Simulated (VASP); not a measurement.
# Al2O3 (Corundum) (R-3c) in VASP: notebook, part 2 of 2

VASP 6.6.1. Earlier steps stand in the parts before.

### 4 Core levels, PBE

File INCAR:

```
SYSTEM = Al2O3
PREC     = Accurate       ! precision mode
ENCUT    = 520            ! plane-wave cutoff, eV
EDIFF    = 1E-7           ! SCF threshold, eV
ISMEAR   = 0              ! smearing method
SIGMA    = 0.02           ! smearing width, eV
LREAL    = .FALSE.        ! projectors in reciprocal space
LASPH    = .TRUE.         ! aspherical terms in the spheres
NELM     = 80             ! most SCF steps
ALGO     = Normal         ! electronic algorithm
ISIF     = 2              ! what is computed and relaxed
LWAVE    = .FALSE.        ! write WAVECAR
LCHARG   = .FALSE.        ! write CHGCAR
GGA      = PE             ! functional
ICORELEVEL= 1
```

File KPOINTS:

```
regular mesh
0
G
  5 5 5
  0 0 0
```

File POSCAR:

```
Al2O3
1.0
    2.3802500000      1.3742379782      4.3318666667
   -2.3802500000      1.3742379782      4.3318666667
    0.0000000000     -2.7484759565      4.3318666667
Al O
4 6
Direct
    0.8521600000      0.8521600000      0.8521600000
    0.6478400000      0.6478400000      0.6478400000
    0.1478400000      0.1478400000      0.1478400000
    0.3521600000      0.3521600000      0.3521600000
    0.0566800000      0.7500000000      0.4433200000
    0.7500000000      0.4433200000      0.0566800000
    0.4433200000      0.0566800000      0.7500000000
    0.9433200000      0.2500000000      0.5566800000
    0.2500000000      0.5566800000      0.9433200000
    0.5566800000      0.9433200000      0.2500000000
```

Potentials or basis: VASP PAW PBE potentials, release 64 (Al, O).

The run is started by

```bash
cat potpaw_PBE.64/Al/POTCAR potpaw_PBE.64/O/POTCAR > POTCAR
mpirun -np 1 vasp_std > vasp.out
```

OUTCAR:

```text
SYSTEM = Al2O3
   PREC = Accurate
   ENCUT = 520
   EDIFF = 1E-7
   ISMEAR = 0
   LREAL = .FALSE.
   LASPH = .TRUE.
   NELM = 80
   ISIF = 2
   GGA = PE

 ion  position               nearest neighbor table
   1  0.852  0.852  0.852-   8 1.85   9 1.85  10 1.85   6 1.97   7 1.97   5 1.97   2 2.66   3 2.79
                             3 2.79   3 2.79   2 3.22   2 3.22   2 3.22
   2  0.648  0.648  0.648-   9 1.85   8 1.85  10 1.85   5 1.97   7 1.97   6 1.97   1 2.66   4 2.79
                             4 2.79   4 2.79   1 3.22   1 3.22   1 3.22
   3  0.148  0.148  0.148-   5 1.85   6 1.85   7 1.85   9 1.97  10 1.97   8 1.97   4 2.66   1 2.79
                             1 2.79   1 2.79   4 3.22   4 3.22   4 3.22
   4  0.352  0.352  0.352-   6 1.85   5 1.85   7 1.85   8 1.97  10 1.97   9 1.97   3 2.66   2 2.79
                             2 2.79   2 2.79   3 3.22   3 3.22   3 3.22
   5  0.057  0.750  0.443-   3 1.85   4 1.85   2 1.97   1 1.97
   6  0.750  0.443  0.057-   4 1.85   3 1.85   1 1.97   2 1.97
   7  0.443  0.057  0.750-   3 1.85   4 1.85   1 1.97   2 1.97
   8  0.943  0.250  0.557-   1 1.85   2 1.85   4 1.97   3 1.97
   9  0.250  0.557  0.943-   2 1.85   1 1.85   3 1.97   4 1.97
[... 497 lines left out ...]
     13       2.5199      2.00000
     14       3.0046      2.00000
     15       3.4428      2.00000

------------------------ aborting loop because EDIFF is reached ----------------------------------------

  FORCE on cell =-STRESS in cart. coord.  units (eV):
  Direction    XX          YY          ZZ          XY          YZ          ZX
  --------------------------------------------------------------------------------------
  -------------------------------------------------------------------------------------
  Total        3.9311614      3.9311614      3.5953891      0.0000000     -0.0000000      0.0000000
  in kB       74.0833489     74.0833489     67.7556678      0.0000000     -0.0000000      0.0000000
  external PRESSURE =      71.9741219 kB  Pullay stress =       0.0000000 kB

 VOLUME and BASIS-vectors are now :
 -----------------------------------------------------------------------------
  energy-cutoff  :      520.00
  volume of cell :       85.02
      direct lattice vectors                 reciprocal lattice vectors
     2.380250000  1.374237978  4.331866667     0.210061968  0.121279334  0.076949121
    -2.380250000  1.374237978  4.331866667    -0.210061968  0.121279334  0.076949121
     0.000000000 -2.748475957  4.331866667     0.000000000 -0.242558668  0.076949121

 POSITION                                       TOTAL-FORCE (eV/Angst)
 -----------------------------------------------------------------------------------
      0.00000     -0.00000     11.07433        -0.000000      0.000000     -0.026810
      0.00000     -0.00000      8.41907        -0.000000     -0.000000      0.026810
      0.00000     -0.00000      1.92127        -0.000000     -0.000000      0.026810
      0.00000     -0.00000      4.57653        -0.000000      0.000000     -0.026810
     -1.65027     -0.10988      5.41483        -0.012951     -0.022431     -0.000000
      0.72998      1.48412      5.41483        -0.012951      0.022431     -0.000000
      0.92030     -1.37424      5.41483         0.025901     -0.000000     -0.000000
      1.65027      0.10988      7.58077         0.012951      0.022431     -0.000000
     -0.72998     -1.48412      7.58077         0.012951     -0.022431     -0.000000
     -0.92030      1.37424      7.58077        -0.025901     -0.000000     -0.000000
 -----------------------------------------------------------------------------------
    total drift:                               -0.000000      0.000000     -0.000000

  FREE ENERGIE OF THE ION-ELECTRON SYSTEM (eV)
  ---------------------------------------------------
  free  energy   TOTEN  =       -74.7524115942 eV

  energy  without entropy=      -74.7524115942  energy(sigma->0) =      -74.75241159
```

OSZICAR:

```text
N       E                     dE             d eps       ncg     rms          rms(c)
DAV:   1     0.254976830182E+03    0.25498E+03   -0.25906E+04  1140   0.152E+03
DAV:   2    -0.693823218030E+02   -0.32436E+03   -0.31594E+03  1480   0.318E+02
DAV:   3    -0.826979914847E+02   -0.13316E+02   -0.13279E+02  1368   0.711E+01
DAV:   4    -0.828132146429E+02   -0.11522E+00   -0.11510E+00  1368   0.747E+00
DAV:   5    -0.828147995802E+02   -0.15849E-02   -0.15848E-02  1320   0.882E-01    0.176E+01
DAV:   6    -0.747017482729E+02    0.81131E+01   -0.35436E+01  1326   0.332E+01    0.603E+00
DAV:   7    -0.747274755208E+02   -0.25727E-01   -0.68519E-01  1338   0.471E+00    0.322E+00
DAV:   8    -0.747463645907E+02   -0.18889E-01   -0.66192E-02  1314   0.225E+00    0.690E-01
DAV:   9    -0.747518554296E+02   -0.54908E-02   -0.14584E-02  1350   0.798E-01    0.306E-01
DAV:  10    -0.747524574164E+02   -0.60199E-03   -0.82410E-04  1350   0.194E-01    0.628E-02
DAV:  11    -0.747524109573E+02    0.46459E-04   -0.43896E-04  1356   0.123E-01    0.232E-02
DAV:  12    -0.747524118302E+02   -0.87286E-06   -0.29281E-05  1362   0.346E-02    0.431E-03
DAV:  13    -0.747524116544E+02    0.17576E-06   -0.27657E-06  1362   0.992E-03    0.107E-03
DAV:  14    -0.747524115524E+02    0.10206E-06   -0.10704E-07   932   0.231E-03    0.851E-04
DAV:  15    -0.747524115942E+02   -0.41833E-07   -0.47505E-08   882   0.137E-03
   1 F= -.74752412E+02 E0= -.74752412E+02  d E =-.429622E-19
```

It took 25 s on 1 thread of Intel Xeon 6975P-C (Granite Rapids), shared host; peak memory 0.24 GiB.

Results:

- Free energy: -74.7524 eV
- Pressure: 7.2 GPa
- Largest force: 0.027 eV/Å
- Band gap on the k mesh: 6.22 eV, direct

Forces in eV/Å, atoms in the order of the input:
```
Al   0.000  0.000 -0.027
Al   0.000  0.000  0.027
Al   0.000  0.000  0.027
Al   0.000  0.000 -0.027
O   -0.013 -0.022  0.000
O   -0.013  0.022  0.000
O    0.026  0.000  0.000
O    0.013  0.022  0.000
O    0.013 -0.022  0.000
O   -0.026  0.000  0.000
```

Core levels (eV, on the scale of the bands):
```tsv
atom	levels
1 Al	1s -1497.3, 2s -94.4, 2p -55.8
2 Al	1s -1497.3, 2s -94.4, 2p -55.8
3 Al	1s -1497.3, 2s -94.4, 2p -55.8
4 Al	1s -1497.3, 2s -94.4, 2p -55.8
5 O	1s -497.1
6 O	1s -497.1
```

### 5 Overview

| task | k mesh for the DOS | occupations for the DOS | gap on the mesh (eV) | pressure (GPa) | largest force (eV/Å) |
| --- | --- | --- | --- | --- | --- |
| density of states | 8 × 8 × 8 | tetrahedron | - | - | - |
| electric field gradients | - | - | 6.22 | 7.2 | 0.03 |
| core levels | - | - | 6.22 | 7.2 | 0.03 |

Alike in all rows: level PBE; potentials or basis VASP PAW PBE potentials, release 64 (Al, O); no spin polarisation; cell as given; k mesh 5 × 5 × 5; cutoff (eV) 520; smearing gaussian 0.02 eV.

Absolute energies hang on the potentials; compare differences alone.

### 6 Against experiment

Step 3. A measured gap of Al2O3 is 8.7 eV (optical; quoted in “Multi-petahertz electron interference in Cr:Al2O3 solid-state material”, 2018, pmc:5906618); the calculated 6.22 eV misses it by -2.48 eV. The value is that of PBE, without temperature or zero-point motion. Semilocal functionals fall short of measured gaps as a rule.

Step 4. Measured gap of Al2O3: 8.7 eV (optical; quoted in “Multi-petahertz electron interference in Cr:Al2O3 solid-state material”, 2018, pmc:5906618). This calculation gives 6.22 eV (-2.48 eV). The value is that of PBE, without temperature or zero-point motion. Semilocal functionals fall short of measured gaps as a rule.
